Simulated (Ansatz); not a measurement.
**LiCl: from a first guess to the relaxed rocksalt type**

First guess:

```xyz
2
Lattice="0.0000 2.2782 2.2782 2.2782 0.0000 2.2782 2.2782 2.2782 0.0000" Properties=species:S:1:pos:R:3 pbc="T T T"
Li    0.0000    0.0000    0.0000
Cl    2.2782    2.2782    2.2782
```

These are results of DFT, PBE, PAW with Ansatz's default frozen-core files, scalar-relativistic in Ansatz 0.2.0, not measurements.

Cell and atoms relax within the symmetry of the start on a 14×14×14 k mesh with 0.05 eV Fermi–Dirac smearing.

The start is built from a prototype, known or not as a phase of this compound; the cutoff is 420 eV.

(1) What is the pressure of the first guess?

(2) What does it relax to?

(3) How much energy does the relaxation release?

## Answers

(1) 25.8 GPa.

(2) a = 5.150 Å, b = 5.150 Å, c = 5.150 Å, α = 90.00°, β = 90.00°, γ = 90.00° (conventional cell), 17.07 Å³ per atom:
```xyz
2
Lattice="0.0000 2.5748 2.5748 2.5748 0.0000 2.5748 2.5748 2.5748 0.0000" Properties=species:S:1:pos:R:3 pbc="T T T"
Li    0.0000    0.0000    0.0000
Cl    2.5748    2.5748    2.5748
```

(3) 305 meV/atom.
